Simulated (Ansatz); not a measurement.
# fcc Cu(111) / fcc Al(111) interface: specific resistance, part 2 of 3

Aim: the specific resistance of the fcc Cu(111) / fcc Al(111) interface. Experiment: current-perpendicular-to-plane resistances of sputtered multilayers at 4.2 K give 2AR = 2.15 ± 0.4 fΩ m² (J. Bass, CPP magnetoresistance of magnetic multilayers: a critical review, arXiv:1511.07387 (2015), Table 10). Those interfaces are textured, rough and intermixed over some layers.

Ansatz 0.2.0; Ansatz plane-wave DFT, PBE, PAW files; ballistic transport by layer matching (Landauer), zero bias (the session's first sound run).

So far, transmission per spin nearest the Fermi level: step 2 (transmission: PBE) 0.818.

**4. Transmission: PBE, coarse mesh, least span asked of the mesh across the current 40 Å**

The same cell on a mesh a third as fine shows what a quick run would give. To save time only the energies from -0.06 to 0.06 eV are solved. The mesh is 18×18 and the cutoff, the files' own for this level, 420 eV.

This step: Ansatz plane-wave DFT, PBE, PAW files; ballistic transport by layer matching (Landauer), zero bias (Ansatz 0.2.0).

input.yaml reads:

```yaml
crystal:
  lattice:
    - [2.7092548834, 0.0, 0.0]
    - [-1.3546274417, 2.3462835543, 0.0]
    - [0.0, 0.0, 40.199172872]
  atoms:
    - { symbol: Cu, position: [0.0, 0.0, 0.0248761337] }
    - { symbol: Cu, position: [0.3333333333, 0.6666666667, 0.0710932686] }
    - { symbol: Cu, position: [0.6666666667, 0.3333333333, 0.1173104034] }
    - { symbol: Cu, position: [0.0, 0.0, 0.1635275382] }
    - { symbol: Cu, position: [0.3333333333, 0.6666666667, 0.209744673] }
    - { symbol: Cu, position: [0.6666666667, 0.3333333333, 0.2559618079] }
    - { symbol: Cu, position: [0.0, 0.0, 0.3021789427] }
    - { symbol: Cu, position: [0.3333333333, 0.6666666667, 0.3483960775] }
    - { symbol: Cu, position: [0.6666666667, 0.3333333333, 0.3946132123] }
    - { symbol: Al, position: [0.0, 0.0, 0.4501687679] }
    - { symbol: Al, position: [0.3333333333, 0.6666666667, 0.5150627442] }
    - { symbol: Al, position: [0.6666666667, 0.3333333333, 0.5799567205] }
    - { symbol: Al, position: [0.0, 0.0, 0.6448506967] }
    - { symbol: Al, position: [0.3333333333, 0.6666666667, 0.709744673] }
    - { symbol: Al, position: [0.6666666667, 0.3333333333, 0.7746386493] }
    - { symbol: Al, position: [0.0, 0.0, 0.8395326256] }
    - { symbol: Al, position: [0.3333333333, 0.6666666667, 0.9044266019] }
    - { symbol: Al, position: [0.6666666667, 0.3333333333, 0.9693205782] }
kpoints:
  mp_grid: { grid: [16, 16, 1] }
hamiltonian:
  xc: pbe
scf:
  occupations: { method: fermi_dirac, width: 0.1 }
output:
  transmission:
    leads: [[3, 4], [12, 13]]
    kmesh: [18, 18]
    e_range: [-0.06, 0.06]
    de: 0.04
  write_potential: true
  write_density: true
  volumetric_format: npy
```

The run is started by

```
> ansatz run input.yaml --threads 4 --pin off --max-ram 15360MiB --backend cpu --events-out ev --progress --plain --runs-dir out
```

Numbers of over 12 decimals in the logs are rounded to 6 here.

What it wrote:

```text
[...]
Crystal: 18 atoms, lattice volume = 255.533 Å³
Basis set: ecut = 420 eV, 5049 PW (Γ)
Bands: 119, of which v1, the nominal top of the filled ones, is band 99 counted from 1 (98 counted from 0)
Symmetry: 12 space group operations
[...]
k-points: 30 of 256
[...]
SCF iter   1: F=—  HF=-64462.987979 eV  |F-HF|=—  |Δ(HF+E_count)|=         —  Δρ=4.56e-3  dr2=5.08e0  ethr=1.77e-3  ⟨swp⟩=6.9  Hψ=14310  notcnv=0  defer=89
[...]
SCF iter   9: F=-64462.961720 eV  HF=-64462.961720 eV  |F-HF|=3.78e-8  |Δ(HF+E_count)|=   9.04e-8  Δρ=2.12e-6  dr2=4.42e-8  ethr=5.05e-11  ⟨swp⟩=8.5  Hψ=13151  notcnv=0
SCF 1 converged in 9 iterations: F = -64462.961720 eV  dr2 = 4.42e-8
[...]
transmission: 112 of 1073 steps passed
transmission: 220 of 1073 steps passed
[...]
transmission: 1073 of 1073 steps passed
SCF converged after 9 iterations
Free energy (F): -64462.961720 eV
[...]
Internal energy: -64462.758795 eV  (E = F + TS)
E sigma→0 (E₀):  -64462.860257 eV
Entropy (-TS):   -0.202925 eV (-11.274 meV/atom)
Fermi energy:    11.580202 eV
[...]
--- Band table (eV; the first three rows and the last of 30) ---
  k-point 0: bands = [... 95 lower, 9.6844, 9.9339, 9.9339, 10.1036, 10.1036, 10.6082, 11.0255, 11.9539, ... 16 higher]
  k-point 1: bands = [... 95 lower, 9.8528, 9.9019, 9.9389, 10.0109, 10.1081, 10.9285, 11.2134, 12.2195, ... 16 higher]
  k-point 2: bands = [... 95 lower, 9.7704, 9.9525, 10.1207, 10.2279, 10.4605, 11.4940, 11.6337, 12.8513, ... 16 higher]
  k-point 29: bands = [... 95 lower, 10.5761, 10.8378, 11.0423, 11.2295, 12.3261, 12.3337, 12.6747, 12.6945, ... 16 higher]
--- Transmission ---
  basis      : 55 plane waves across, 29 finite elements along
  points     : 37, standing for a mesh of 18 x 18
[...]
channels       : 9.382716e-1 a spin
    conductance    : none, the energies end too early or step too widely for 300 K: set another output.transmission.e_range or a lower de, or, where they end at an eighth of basis.ecutwfc, a higher one
    slowest decay  : 0.6215 /Å at (0.3333, 0.2778)
[...]
channels       : 1.225309e0 a spin
[...]
slowest decay  : 0.1531 /Å at (0.3333, 0.3333)
  junction   : crystal 0 to crystal 1, 8.66 to 26.53 Å
    transmission   : 8.285794e-1 a spin
[...]
```

Run time: 21 s. Hardware: 4 threads of Arm Neoverse V1, shared host; peak memory 1.3 GiB.

The run finished; it serves as a test, and its numbers are not taken as the result.

**5. Resistance: PBE, coarse mesh**

This step: Ansatz plane-wave DFT, PBE, PAW files; ballistic transport by layer matching (Landauer), zero bias; specific resistance of one interface, 1/T less the mean of the leads' 1/N (Ansatz 0.2.0).

This step gave:

```yaml
area_resistance: 0.2170 fΩ m²
t_over_the_leads_mean_channel_count: 0.7695
twice_the_interface_resistance_2ar_or_2ar_star_for_magnets: 0.4339 fΩ m²
```

Twice the interface resistance is 0.434 fΩ m² here, against 0.417 in the first run; 77.0 % of the two leads' mean channel count pass, 77.9 % before.

**6. Transmission: LDA**

The functional changes to LDA at the same atoms, which shifts d bands against the Fermi level. To save time only the energies from -0.06 to 0.06 eV are solved. The mesh is 52×52 and the cutoff, the files' own for this level, 420 eV.

This step: Ansatz plane-wave DFT, LDA, PAW files; ballistic transport by layer matching (Landauer), zero bias (Ansatz 0.2.0).

Edit input.yaml of step 4 so:

```diff
@@ -27,3 +27,3 @@
 hamiltonian:
-  xc: pbe
+  xc: lda
 scf:
@@ -33,3 +33,3 @@
     leads: [[3, 4], [12, 13]]
-    kmesh: [18, 18]
+    kmesh: [52, 52]
     e_range: [-0.06, 0.06]
```

What it wrote:

```text
[...]
Crystal: 18 atoms, lattice volume = 255.533 Å³
Basis set: ecut = 420 eV, 5049 PW (Γ)
Bands: 119, of which v1, the nominal top of the filled ones, is band 99 counted from 1 (98 counted from 0)
Symmetry: 12 space group operations
[...]
k-points: 30 of 256
[...]
SCF iter   1: F=—  HF=-63616.123958 eV  |F-HF|=—  |Δ(HF+E_count)|=         —  Δρ=1.04e-2  dr2=1.43e1  ethr=1.77e-3  ⟨swp⟩=6.8  Hψ=14248  notcnv=0  defer=89
[...]
SCF iter  11: F=-63615.977723 eV  HF=-63615.977723 eV  |F-HF|=1.04e-8  |Δ(HF+E_count)|=   1.38e-8  Δρ=9.05e-7  dr2=1.18e-8  ethr=5.05e-11  ⟨swp⟩=2.2  Hψ=6625  notcnv=0
SCF 1 converged in 11 iterations: F = -63615.977723 eV  dr2 = 1.18e-8
[...]
transmission: 734 of 7308 steps passed
transmission: 1464 of 7308 steps passed
[...]
transmission: 7308 of 7308 steps passed
SCF converged after 11 iterations
Free energy (F): -63615.977723 eV
[...]
Internal energy: -63615.775395 eV  (E = F + TS)
E sigma→0 (E₀):  -63615.876559 eV
Entropy (-TS):   -0.202328 eV (-11.240 meV/atom)
Fermi energy:    11.272815 eV
[...]
--- Band table (eV; the first three rows and the last of 30) ---
  k-point 0: bands = [... 95 lower, 9.3515, 9.6041, 9.6041, 9.7768, 9.7768, 10.3092, 10.7157, 11.6557, ... 16 higher]
  k-point 1: bands = [... 95 lower, 9.5306, 9.5817, 9.6091, 9.6910, 9.7813, 10.6238, 10.9025, 11.9198, ... 16 higher]
  k-point 2: bands = [... 95 lower, 9.4474, 9.6230, 9.7941, 9.9147, 10.1443, 11.1869, 11.3226, 12.5490, ... 16 higher]
  k-point 29: bands = [... 95 lower, 10.2758, 10.5393, 10.7420, 10.9350, 11.9829, 11.9853, 12.3308, 12.3569, ... 16 higher]
--- Transmission ---
  basis      : 55 plane waves across, 29 finite elements along
  points     : 252, standing for a mesh of 52 x 52
[...]
channels       : 9.112426e-1 a spin
[...]
slowest decay  : 0.1085 /Å at (0.4231, 0.1538)
[...]
channels       : 1.187500e0 a spin
[...]
slowest decay  : 0.0678 /Å at (0.3269, 0.2885)
  junction   : crystal 0 to crystal 1, 8.66 to 26.53 Å
    transmission   : 8.158353e-1 a spin
[...]
```

The job ended after 47 s (4 threads; peak memory 1.3 GiB).

Numbers from this step:

- free energy: -63615.9777 eV
- energy at zero smearing: -63615.8766 eV
- Fermi energy: 11.27 eV
- step of the lead's potential: 2 meV
- step of the upper lead's potential: 4.4 meV

Per spin. The transmission, zone mean by energy, zero at the Fermi level:

| energy (eV) | transmission, zone mean |
| --- | --- |
| -0.0600 | 0.813 |
| -0.0200 | 0.816 |
| 0.0200 | 0.814 |
| 0.0600 | 0.813 |

Over the solved energies the transmission per spin lies between 0.813 and 0.816, out of 0.912 channels of the lead on average (up to 0.913).

**7. Resistance: LDA**

This step: Ansatz plane-wave DFT, LDA, PAW files; ballistic transport by layer matching (Landauer), zero bias; specific resistance of one interface, 1/T less the mean of the leads' 1/N (Ansatz 0.2.0).

This step gave:

| Item | Value |
| --- | --- |
| area resistance | 0.2109 fΩ m² |
| T over the leads' mean channel count | 0.7778 |
| twice the interface resistance (2AR, or 2AR* for magnets) | 0.4218 fΩ m² |

Twice the interface resistance is 0.422 fΩ m² here, against 0.417 in the first run; 77.8 % of the two leads' mean channel count pass, 77.9 % before.

**8. Transmission: r2SCAN, cutoff 500 eV**

The same with r2SCAN, the dearer rung. To save time only the energies from -0.06 to 0.06 eV are solved. The mesh is 52×52 and the cutoff, the files' own for this level, 500 eV.

This step: Ansatz plane-wave DFT, r2SCAN, PAW files; ballistic transport by layer matching (Landauer), zero bias (Ansatz 0.2.0).

Edit input.yaml of step 6 so:

```diff
@@ -27,3 +27,3 @@
 hamiltonian:
-  xc: lda
+  xc: r2scan
 scf:
```

Total energies of two functionals don't compare. The cutoff isn't typed and follows the default for these files.

What it wrote:

```text
[...]
Crystal: 18 atoms, lattice volume = 255.533 Å³
Basis set: ecut = 500 eV, 6375 PW (Γ), exchange–correlation on 80×80×1200 points (64 copies of the dense FFT grid, shifted against one another)
Bands: 119, of which v1, the nominal top of the filled ones, is band 99 counted from 1 (98 counted from 0)
Symmetry: 12 space group operations
[...]
k-points: 30 of 256
[...]
SCF iter   1: F=—  HF=-64543.867325 eV  |F-HF|=—  |Δ(HF+E_count)|=         —  Δρ=3.52e-2  dr2=3.97e1  dr2_τ=4.22e-2  ethr=1.77e-3  ⟨swp⟩=6.4  Hψ=13945  notcnv=0  defer=104
[...]
SCF iter  16: F=-64543.522294 eV  HF=-64543.522294 eV  |F-HF|=6.04e-8  |Δ(HF+E_count)|=   1.21e-8  Δρ=2.64e-6  dr2=6.65e-8  dr2_τ=1.49e-10  ethr=5.05e-11  ⟨swp⟩=11.3  Hψ=12690  notcnv=0
SCF 1 converged in 16 iterations: F = -64543.522294 eV  dr2 = 6.65e-8
[...]
transmission: 782 of 7812 steps passed
transmission: 1564 of 7812 steps passed
[...]
transmission: 7812 of 7812 steps passed
SCF converged after 16 iterations
Free energy (F): -64543.522294 eV
[...]
Internal energy: -64543.327257 eV  (E = F + TS)
E sigma→0 (E₀):  -64543.424776 eV
Entropy (-TS):   -0.195036 eV (-10.835 meV/atom)
Fermi energy:    11.506629 eV
[...]
--- Band table (eV; the first three rows and the last of 30) ---
  k-point 0: bands = [... 95 lower, 9.5190, 9.7730, 9.7730, 9.9438, 9.9438, 10.4953, 10.9457, 11.9210, ... 16 higher]
  k-point 1: bands = [... 95 lower, 9.6918, 9.7413, 9.7779, 9.8525, 9.9483, 10.8254, 11.1353, 12.1938, ... 16 higher]
  k-point 2: bands = [... 95 lower, 9.5992, 9.7914, 9.9610, 10.0807, 10.3209, 11.4153, 11.5698, 12.8468, ... 16 higher]
  k-point 29: bands = [... 95 lower, 10.4258, 10.6994, 10.9230, 11.1008, 12.3999, 12.4133, 12.7430, 12.7781, ... 16 higher]
--- Transmission ---
  basis      : 61 plane waves across, 31 finite elements along
  points     : 252, standing for a mesh of 52 x 52
[...]
channels       : 9.134615e-1 a spin
[...]
slowest decay  : 0.2664 /Å at (0.4038, 0.1731)
[...]
channels       : 1.194157e0 a spin
[...]
slowest decay  : 0.0472 /Å at (0.3462, 0.2692)
  junction   : crystal 0 to crystal 1, 8.66 to 26.53 Å
    transmission   : 8.209965e-1 a spin
[...]
```

Wall time 91 s (4 threads); peak memory 2 GiB.

Numbers from this step:

```
free energy                        : -64543.5223 eV
energy at zero smearing            : -64543.4248 eV
Fermi energy                       : 11.51 eV
step of the lead's potential       : 1.5 meV
step of the upper lead's potential : 4.7 meV
```

Per spin. Transmission, zone mean against energy, zero at the Fermi level:

| energy (eV) | transmission, zone mean |
| --- | --- |
| -0.0600 | 0.821 |
| -0.0200 | 0.821 |
| 0.0200 | 0.821 |
| 0.0600 | 0.823 |

Over the solved energies the transmission per spin lies between 0.821 and 0.823, out of 0.913 channels of the lead on average (up to 0.913).

**9. Resistance: r2SCAN**

This step: Ansatz plane-wave DFT, r2SCAN, PAW files; ballistic transport by layer matching (Landauer), zero bias; specific resistance of one interface, 1/T less the mean of the leads' 1/N (Ansatz 0.2.0).

This step gave:

* area resistance: 0.2071 fΩ m²
* T over the leads' mean channel count: 0.7780
* twice the interface resistance (2AR, or 2AR* for magnets): 0.4142 fΩ m²

Twice the interface resistance is 0.414 fΩ m² here, against 0.417 in the first run; 77.8 % of the two leads' mean channel count pass, 77.9 % before.

**10. Transmission: PBE on the lower metal's lattice, k-mesh 17×17×1, in plane spacing 2.5562 Å**

The common lattice is now the lower metal's own, which puts all the misfit on the upper one. To save time only the energies from -0.06 to 0.06 eV are solved. The mesh is 56×56 and the cutoff, the files' own for this level, 420 eV.

This step: Ansatz plane-wave DFT, PBE, PAW files; ballistic transport by layer matching (Landauer), zero bias (Ansatz 0.2.0).

The cell differs from the one that the last finished run ended in (a 2.709 → 2.556 Å, b 2.709 → 2.556 Å, c 40.199 → 45.159 Å).

input.yaml reads:

```yaml
crystal:
  lattice:
    - [2.5561627297, 0.0, 0.0]
    - [-1.2780813649, 2.2137018601, 0.0]
    - [0.0, 0.0, 45.1585356154]
  atoms:
    - { symbol: Cu, position: [0.0, 0.0, 0.0221442079] }
    - { symbol: Cu, position: [0.3333333333, 0.6666666667, 0.0683613427] }
    - { symbol: Cu, position: [0.6666666667, 0.3333333333, 0.1145784775] }
    - { symbol: Cu, position: [0.0, 0.0, 0.1607956124] }
    - { symbol: Cu, position: [0.3333333333, 0.6666666667, 0.2070127472] }
    - { symbol: Cu, position: [0.6666666667, 0.3333333333, 0.253229882] }
    - { symbol: Cu, position: [0.0, 0.0, 0.2994470168] }
    - { symbol: Cu, position: [0.3333333333, 0.6666666667, 0.3456641517] }
    - { symbol: Cu, position: [0.6666666667, 0.3333333333, 0.3918812865] }
    - { symbol: Al, position: [0.0, 0.0, 0.447436842] }
    - { symbol: Al, position: [0.3333333333, 0.6666666667, 0.5123308183] }
    - { symbol: Al, position: [0.6666666667, 0.3333333333, 0.5772247946] }
    - { symbol: Al, position: [0.0, 0.0, 0.6421187709] }
    - { symbol: Al, position: [0.3333333333, 0.6666666667, 0.7070127472] }
    - { symbol: Al, position: [0.6666666667, 0.3333333333, 0.7719067235] }
    - { symbol: Al, position: [0.0, 0.0, 0.8368006998] }
    - { symbol: Al, position: [0.3333333333, 0.6666666667, 0.901694676] }
    - { symbol: Al, position: [0.6666666667, 0.3333333333, 0.9665886523] }
kpoints:
  mp_grid: { grid: [17, 17, 1] }
hamiltonian:
  xc: pbe
scf:
  occupations: { method: fermi_dirac, width: 0.1 }
output:
  transmission:
    leads: [[3, 4], [12, 13]]
    kmesh: [56, 56]
    e_range: [-0.06, 0.06]
    de: 0.04
  write_potential: true
  write_density: true
  volumetric_format: npy
```

What it wrote:

```text
[...]
Crystal: 18 atoms, lattice volume = 255.533 Å³
Basis set: ecut = 420 eV, 5089 PW (Γ)
Bands: 119, of which v1, the nominal top of the filled ones, is band 99 counted from 1 (98 counted from 0)
Symmetry: 12 space group operations
[...]
k-points: 33 of 289
[...]
SCF iter   1: F=—  HF=-64461.286282 eV  |F-HF|=—  |Δ(HF+E_count)|=         —  Δρ=3.49e-3  dr2=1.73e0  ethr=1.77e-3  ⟨swp⟩=6.7  Hψ=15340  notcnv=0  defer=90
[...]
SCF iter  11: F=-64461.273956 eV  HF=-64461.273956 eV  |F-HF|=2.56e-8  |Δ(HF+E_count)|=   2.15e-9  Δρ=1.09e-6  dr2=2.44e-8  ethr=5.05e-11  ⟨swp⟩=8.8  Hψ=11046  notcnv=0
SCF 1 converged in 11 iterations: F = -64461.273956 eV  dr2 = 2.44e-8
[...]
transmission: 962 of 9570 steps passed
transmission: 1914 of 9570 steps passed
[...]
transmission: 9570 of 9570 steps passed
SCF converged after 11 iterations
Free energy (F): -64461.273956 eV
[...]
Internal energy: -64461.064935 eV  (E = F + TS)
E sigma→0 (E₀):  -64461.169445 eV
Entropy (-TS):   -0.209022 eV (-11.612 meV/atom)
Fermi energy:    11.483907 eV
[...]
--- Band table (eV; the first three rows and the last of 33) ---
  k-point 0: bands = [... 95 lower, 9.4840, 9.6238, 9.6238, 9.7450, 9.7450, 9.8260, 9.8260, 10.0307, ... 16 higher]
  k-point 1: bands = [... 95 lower, 9.4890, 9.5872, 9.6272, 9.7483, 9.8295, 9.8295, 9.9713, 10.5797, ... 16 higher]
  k-point 2: bands = [... 95 lower, 9.5602, 9.6356, 9.7569, 9.8124, 9.8388, 10.2134, 10.3769, 11.1717, ... 16 higher]
  k-point 32: bands = [... 95 lower, 10.9808, 11.0879, 11.1227, 11.1696, 13.1845, 13.3150, 13.4781, 13.6725, ... 16 higher]
--- Transmission ---
  basis      : 55 plane waves across, 33 finite elements along
  points     : 290, standing for a mesh of 56 x 56
[...]
channels       : 8.007015e-1 a spin
[...]
slowest decay  : 0.0146 /Å at (0.0714, 0.0357)
[...]
channels       : 9.760842e-1 a spin
[...]
slowest decay  : 0.0095 /Å at (0.4286, 0.1250)
  junction   : crystal 0 to crystal 1, 9.69 to 30.46 Å
    transmission   : 6.988979e-1 a spin
[...]
```

It took 45 s on 4 threads; peak memory 1.3 GiB; 2.9 min of CPU time.

Numbers from this step:

- free energy: -64461.2740 eV
- energy at zero smearing: -64461.1694 eV
- Fermi energy: 11.48 eV
- cell area: 5.659 Å²
- step of the upper lead's potential: 2.8 meV

Per spin. Table of transmission, zone mean by energy, zero at the Fermi level:

| energy (eV) | transmission, zone mean |
| --- | --- |
| -0.0600 | 0.697 |
| -0.0200 | 0.699 |
| 0.0200 | 0.699 |
| 0.0600 | 0.697 |

Over the solved energies the transmission per spin lies between 0.697 and 0.699, out of 0.803 channels of the lead on average (up to 0.805).

**11. Resistance: PBE on the lower metal's lattice**

This step: Ansatz plane-wave DFT, PBE, PAW files; ballistic transport by layer matching (Landauer), zero bias; specific resistance of one interface, 1/T less the mean of the leads' 1/N (Ansatz 0.2.0).

Numbers from this step:

| Item | Value |
| --- | --- |
| area resistance | 0.2171 fΩ m² |
| T over the leads' mean channel count | 0.7850 |
| twice the interface resistance (2AR, or 2AR* for magnets) | 0.4343 fΩ m² |

Twice the interface resistance is 0.434 fΩ m² here, against 0.417 in the first run; 78.5 % of the two leads' mean channel count pass, 77.9 % before.

[end of part 2 of 3]

[Logs are printed without paths, hosts, clocks, repeated set-up lines and the standing remarks that a program may print on its own settings, such as how far it seeks lower states.]

[Hosts, paths, dates, database ids (printed as entryN), source tags and the programs' standing remarks are cut or masked in the printed files.]
